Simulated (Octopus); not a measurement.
Crystal: P.

```xyz
2
Lattice="-1.6915 2.5152 1.8589 1.6915 -2.5152 1.8589 1.6915 2.5152 -1.8589" Properties=species:S:1:pos:R:3 pbc="T T T"
P     1.6915    1.2576    1.6607
P     0.0000    1.2576    0.1982
```

This isn't the form of P at room conditions, which is orthorhombic.

```yaml
Program: Octopus 16.4
Task: single point
Functional: PBE
Potentials_or_basis: pseudodojo_pbe (PseudoDojo 0.5, PBE)
Grid_spacing: 0.178 Å
k_mesh: 11 × 11 × 11
Occupations: fermi-dirac, width 0.05 eV
Spin: no spin polarisation
```

On this cell: largest force 0.390 eV/Å; band gap on the k mesh none (metal or under the smearing width).

The same run follows on a disturbed copy (atoms moved at random, drawn with an rms of 0.05 Å):

```
P
1.0
    -1.69151    2.51517    1.85894
     1.69151   -2.51517    1.85894
     1.69151    2.51517   -1.85894
P
2
Direct
  0.69922 0.96152 0.77182
  0.30243 0.04905 0.24301
```

Q: What does the disturbed cell give?

A: The energy (extrapolated to zero smearing) moves by +15.7 meV/atom; largest force 0.916 eV/Å; band gap on the k mesh none (metal or under the smearing width).

Forces on the atoms (eV/Å):
```
P   -0.674 -0.047  0.617
P    0.674  0.047 -0.617
```
